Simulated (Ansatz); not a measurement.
# CuI (Cmcm) in Ansatz: equation of state

Aim: energy against volume of CuI in PBE, for its equilibrium volume and stiffness.

Program: Ansatz 0.2.0. These are calculated values, not measurements. Logs are shortened: lines on timing, memory, paths and dates and some standing lists are left out, and cuts for length are marked.

## (1) Starting point

The structure is orthorhombic, space group Cmcm (No. 63). Conventional cell: a = 7.466 Å, b = 7.422 Å, c = 4.307 Å, α = 90.00°, β = 90.00°, γ = 90.00°. I (site symmetry m2m) is surrounded by 3 Cu at 2.58 to 2.59 Å. Around Cu (site symmetry m2m) lie 2 Cu at 2.46 Å and 3 I at 2.58 to 2.59 Å.

Measurements of this composition are mostly on another form, of space group No. 216.

## (2) Single point, PBE, 28.04 Å³/atom (volume scaled by 0.94)

Input file input.yaml:

```yaml
crystal:
  lattice:
    - [3.6569591127, -3.6353286563, 0.0]
    - [3.6569591127, 3.6353286563, 0.0]
    - [0.0, 0.0, 4.2190750878]
  atoms:
    - { symbol: I, position: [0.22995732, 0.77004268, 0.25] }
    - { symbol: I, position: [0.77004268, 0.22995732, 0.75] }
    - { symbol: Cu, position: [0.57956117, 0.42043883, 0.25] }
    - { symbol: Cu, position: [0.42043883, 0.57956117, 0.75] }
hamiltonian:
  xc: pbe
  pseudopotentials: { kind: paw }
kpoints:
  mp_grid: { grid: [5, 5, 6] }
scf:
  occupations: { method: fermi_dirac, width: 0.05 }
output:
  forces: true
  stress: true
  eigenvalues: true
  write_density: true
  write_potential: true
  elf: true
  volumetric_format: npy
```

Potentials or basis: Ansatz PAW.

Command:

```sh
$ ansatz run input.yaml --threads 2 --pin off --max-ram 5120MiB --backend cpu --events-out ev --progress --plain --runs-dir out
```

The program printed:

```text
Warning: RAYON_NUM_THREADS=2 ignored (pool sized by the plan → 2); use --threads N
Engine: ansatz 0.2.0, aarch64-unknown-linux-gnu
Pseudopotentials: kind: paw
Pseudopotential: I, paw, valence charge 17, recommended cutoff 420 eV (normal), I.paw.azcp
Pseudopotential: Cu, paw, valence charge 19, recommended cutoff 420 eV (normal), Cu.paw.azcp
Functional definition: PBE
  parameter kappa = 0.804
  parameter beta = 0.06672455060314922
  exchange = pbe_x(kappa = kappa, mu = beta*pi^2/3)
  correlation = pbe_c(beta = beta)
Crystal: 4 atoms, lattice volume = 112.179 Å³
Basis set: ecut = 420 eV, 2211 PW (Γ), exchange–correlation on 72×72×60 points (8 copies of the dense FFT grid, shifted against one another)
Bands: 44, of which v1, the nominal top of the filled ones, is band 36 counted from 1 (35 counted from 0)
Symmetry: 8 space group operations
Space group: Cmcm (ITA 63), of the structure as read, at distance tolerance 4.8e-5 Å
k-points: 36 of 150
Non-local potential: I, projectors of the file, l = 0: 2, l = 1: 2, l = 2: 2, l = 3: 2
Non-local potential: Cu, projectors of the file, l = 0: 3, l = 1: 2, l = 2: 3, l = 3: 1
PAW form: soft (Blöchl's): semilocal exchange-correlation on the pseudo side does not see the compensation charge
PAW one-centre angular grid: I, 590 points (default); XC on 64 Gauss nodes
PAW one-centre angular grid: Cu, 590 points (default); XC on 64 Gauss nodes
Initial density: superposition of atomic densities (neutral atoms: chi_scale 0, normalization atom), corrected by the library's trained network
Initial wavefunctions: pseudopotential atomic-orbital guess
Functional: x = pbe(κ = 0.804, μ = 0.2195149727645171), c = pbe(β = 0.06672455060314922)
SCF iter   1: F=—  HF=-28276.416740 eV  |F-HF|=—  |Δ(HF+E_count)|=         —  Δρ=2.15e-3  dr2=3.30e-3  ethr=1.77e-3  ⟨swp⟩=8.0  Hψ=7131  notcnv=0  defer=7
preconditioner: auto → Resta (q_TF=auto, 2.534 Å⁻¹)  ε∞=6.1  [insulator: Δε(μ)=1.102 eV  Ē_g=9.322 eV  σ=0.050 eV  W_gap=1.00  n_scr=30 (ndim 8)  ℏωp=21.0 eV  f_vac=0.168  D(μ)=0.00/eV (n_scr^D=0)  ε∞_Penn≈6.1]
SCF iter   2: F=—  HF=-28276.418121 eV  |F-HF|=—  |Δ(HF+E_count)|=   1.38e-3  Δρ=1.79e-3  dr2=2.06e-3  ethr=4.59e-6  ⟨swp⟩=2.0  Hψ=2902  notcnv=0  defer=40
SCF iter   3: F=—  HF=-28276.418007 eV  |F-HF|=—  |Δ(HF+E_count)|=   1.14e-4  Δρ=9.37e-4  dr2=9.11e-4  ethr=2.86e-6  ⟨swp⟩=2.0  Hψ=2010  notcnv=0  defer=40
SCF iter   4: F=—  HF=-28276.418003 eV  |F-HF|=—  |Δ(HF+E_count)|=   4.13e-6  Δρ=3.50e-4  dr2=1.41e-4  ethr=1.27e-6  ⟨swp⟩=2.0  Hψ=1955  notcnv=0  defer=40
SCF iter   5: F=—  HF=-28276.418052 eV  |F-HF|=—  |Δ(HF+E_count)|=   4.99e-5  Δρ=1.41e-4  dr2=2.97e-5  ethr=1.96e-7  ⟨swp⟩=2.0  Hψ=1958  notcnv=0  defer=40
SCF iter   6: F=—  HF=-28276.418075 eV  |F-HF|=—  |Δ(HF+E_count)|=   2.28e-5  Δρ=6.13e-5  dr2=3.91e-6  ethr=4.12e-8  ⟨swp⟩=2.0  Hψ=2122  notcnv=0  defer=40
SCF iter   7: F=—  HF=-28276.418077 eV  |F-HF|=—  |Δ(HF+E_count)|=   1.54e-6  Δρ=1.99e-5  dr2=3.05e-7  ethr=5.42e-9  ⟨swp⟩=2.0  Hψ=2178  notcnv=0  defer=40
SCF iter   8: F=-28276.418077 eV  HF=-28276.418077 eV  |F-HF|=3.08e-9  |Δ(HF+E_count)|=   6.90e-8  Δρ=5.59e-6  dr2=2.53e-8  ethr=1.39e-10  ⟨swp⟩=15.1  Hψ=12006  notcnv=0
SCF 1 converged in 8 iterations: F = -28276.418077 eV  dr2 = 2.53e-8
SCF converged after 8 iterations
Free energy (F): -28276.418077 eV
Harris-Foulkes:  -28276.418077 eV  (|F-HF|=3.08e-9)
Internal energy: -28276.418076 eV  (E = F + TS)
E sigma→0 (E₀):  -28276.418077 eV
Entropy (-TS):   -0.000000 eV (-0.000 meV/atom)
Fermi energy:    8.806036 eV
--- Per-component energies (eV) ---
  E_band       = -1759.963184
  E_kinetic    = 981.132222
  E_local      = -16641.718603  (includes V_loc(G=0)·N_el)
  E_nonlocal   = 619.525582
  E_hartree    = 7768.574802
  E_xc         = -432.737419
  E_vxc        = -485.023655  (∫ρ·V_xc dr)
  E_paw        = -12977.018818  (= ΣΔE_a)
  E_vpaw       = -1771.051007  (= ΣTr[D̂ρ^β])
  E_aug_tail   = 0.000566  (compensation charges beyond the density's cutoff)
  E_ewald      = -7594.176408
  E_smearing   = -0.000000  (= −TS)
  E_closure    = 0.000000  (closes the sum)
  Σ components = -28276.418077   (vs F -28276.418077, Δ=0.00e0)
--- Forces (eV/Å), atoms counted from 1 ---
  atom   1  I      0.00000000     0.71108656     0.00000000
  atom   2  I      0.00000000    -0.71108656     0.00000000
  atom   3  Cu     0.00000000    -0.25063537     0.00000000
  atom   4  Cu     0.00000000     0.25063537     0.00000000
  max |Σ_I F_I| component: 1.11e-16 eV/Å
--- Stress (GPa, compression-positive) ---
        1.448986       0.000000       0.000000
        0.000000       5.536585       0.000000
        0.000000       0.000000       6.067860
  P = ⅓ Tr σ = 4.3511 GPa (43.511 kbar)
--- Band table (eV; the first three rows and the last of 36) ---
  k-point 0: bands = ["-104.0311", "-104.0200", "-61.5365", "-61.4870", "-61.4689", "-61.4498", "-61.3306", "-61.3201", "-37.6148", "-37.6147", "-37.6142", "-37.6133", "-37.5270", "-37.5267", "-37.4916", "-37.4911", "-37.4785", "-37.4777", "-5.9908", "-5.1147", "2.3028", "3.6558", "3.8877", "3.9286", "4.0728", "5.2470", "5.3872", "5.6182", "5.7269", "5.8245", "6.1693", "6.1994", "6.2213", "6.5811", "7.2092", "8.2487", "9.3410", "9.6934", "10.6441", "12.7946", "13.3407", "14.4896", "16.4008", "16.7314"]
  k-point 1: bands = ["-104.0303", "-104.0207", "-61.5336", "-61.4909", "-61.4672", "-61.4505", "-61.3298", "-61.3208", "-37.6148", "-37.6146", "-37.6142", "-37.6135", "-37.5270", "-37.5267", "-37.4916", "-37.4912", "-37.4784", "-37.4777", "-5.8838", "-5.1104", "2.4262", "3.6356", "3.6508", "3.8004", "3.9985", "5.0594", "5.3740", "5.3874", "5.7574", "5.7713", "5.9881", "6.1870", "6.5533", "6.5953", "7.0667", "7.4987", "9.9206", "10.0595", "11.5334", "13.1899", "13.4601", "14.8015", "14.9013", "15.4861"]
  k-point 2: bands = ["-104.0283", "-104.0228", "-61.5254", "-61.5010", "-61.4630", "-61.4531", "-61.3279", "-61.3227", "-37.6146", "-37.6144", "-37.6142", "-37.6138", "-37.5269", "-37.5268", "-37.4916", "-37.4913", "-37.4780", "-37.4777", "-5.6137", "-5.1484", "2.5211", "2.9036", "3.4770", "3.8474", "4.1978", "4.9248", "5.1032", "5.4728", "5.7194", "5.8833", "6.0532", "6.1113", "6.4772", "6.4815", "6.6742", "6.6776", "10.6485", "11.1336", "12.2391", "13.5421", "13.9462", "14.4301", "14.5874", "14.8857"]
  k-point 35: bands = ["-104.0255", "-104.0255", "-61.5136", "-61.5136", "-61.4576", "-61.4576", "-61.3253", "-61.3253", "-37.6146", "-37.6146", "-37.6139", "-37.6139", "-37.5268", "-37.5268", "-37.4915", "-37.4915", "-37.4778", "-37.4778", "-5.2581", "-5.2581", "2.3158", "2.3158", "3.7479", "3.7479", "4.3044", "4.3044", "5.1556", "5.1556", "5.8385", "5.8385", "5.9777", "5.9777", "6.2345", "6.2345", "6.4403", "6.4403", "11.7484", "11.7484", "12.6343", "12.6343", "15.4068", "15.4068", "16.8638", "16.8638"]
```

v_z.tsv:

```text
# z_ang	v_es[eV]	v_tot[eV]
# format = ansatz-planar-average/11
# xc	pbe
# density_cutoff_ev	1680
# datasets	I=:simpson_from_first_knot:soft	Cu=:simpson_from_first_knot:soft
# lattice	3.656959113	-3.635328656	0.000000000
# lattice	3.656959113	3.635328656	0.000000000
# lattice	0.000000000	0.000000000	4.219075088
# sites	4
# site	53	3.656959113	1.963387786	1.054768772
# site	53	3.656959113	-1.963387786	3.164306316
# site	29	3.656959113	-0.578462002	1.054768772
# site	29	3.656959113	0.578462002	3.164306316
0.000000	8.914797e0	8.979599e-1
0.140636	8.598256e0	5.275199e-1
0.281272	7.759221e0	-4.881588e-1
0.421908	6.680707e0	-1.860340e0
0.562543	5.670456e0	-3.222121e0
0.703179	4.953706e0	-4.275975e0
[... 22 lines left out ...]
3.937803	7.759221e0	-4.881588e-1
4.078439	8.598256e0	5.275199e-1
```

Run time: 7.5 s. Hardware: 2 threads of Arm Neoverse V1, shared host; peak memory 0.46 GiB.

Results:

```yaml
Free_energy: -28276.4181 eV
Pressure: 4.4 GPa
Largest_force: 0.711 eV/Å
Band_gap_on_the_k_mesh: 1.09 eV, direct
```

Caveat: odd divisions of the mesh miss points on the zone boundary, where band edges often lie, so the gap on the mesh can be too wide; spin-orbit coupling is left out, which moves the levels of the heavy elements.

## (3) Single point, PBE, 28.64 Å³/atom (volume scaled by 0.96)

input.yaml: that of step 2 with these lines changed.

```diff
@@ -2,5 +2,5 @@
   lattice:
-    - [3.6569591127, -3.6353286563, 0.0]
-    - [3.6569591127, 3.6353286563, 0.0]
-    - [0.0, 0.0, 4.2190750878]
+    - [3.6827131944, -3.6609304058, 0.0]
+    - [3.6827131944, 3.6609304058, 0.0]
+    - [0.0, 0.0, 4.2487878631]
   atoms:
@@ -21,5 +21 @@
   eigenvalues: true
-  write_density: true
-  write_potential: true
-  elf: true
-  volumetric_format: npy
```

Potentials or basis: Ansatz PAW.

Command:

```sh
$ ansatz run input.yaml --threads 2 --pin off --max-ram 5120MiB --backend cpu --events-out ev --progress --plain --runs-dir out
```

Wall time 5.7 s (2 threads of Arm Neoverse V1, shared host); peak memory 0.46 GiB.

The run converged. Its results:

- Free energy: -28276.4744 eV
- Pressure: 3.2 GPa
- Largest force: 0.503 eV/Å
- Band gap on the k mesh: 1.07 eV, direct

Caveat: odd divisions of the mesh miss points on the zone boundary, where band edges often lie, so the gap on the mesh can be too wide; spin-orbit coupling is left out, which moves the levels of the heavy elements.

## (4) Single point, PBE, 29.24 Å³/atom (volume scaled by 0.98)

input.yaml: that of step 3 with these lines changed.

```diff
@@ -2,5 +2,5 @@
   lattice:
-    - [3.6827131944, -3.6609304058, 0.0]
-    - [3.6827131944, 3.6609304058, 0.0]
-    - [0.0, 0.0, 4.2487878631]
+    - [3.708112019, -3.6861789996, 0.0]
+    - [3.708112019, 3.6861789996, 0.0]
+    - [0.0, 0.0, 4.2780907744]
   atoms:
```

Command:

```sh
$ ansatz run input.yaml --threads 2 --pin off --max-ram 5120MiB --backend cpu --events-out ev --progress --plain --runs-dir out
```

Run time: 5.6 s. Hardware: 2 threads of Arm Neoverse V1, shared host; peak memory 0.46 GiB.

It converged, with:

```
Free energy            : -28276.5149 eV
Pressure               : 2.2 GPa
Largest force          : 0.312 eV/Å
Band gap on the k mesh : 1.04 eV, direct
```

Caveat: odd divisions of the mesh miss points on the zone boundary, where band edges often lie, so the gap on the mesh can be too wide; spin-orbit coupling is left out, which moves the levels of the heavy elements.

(Continued in part 2 of 2.)
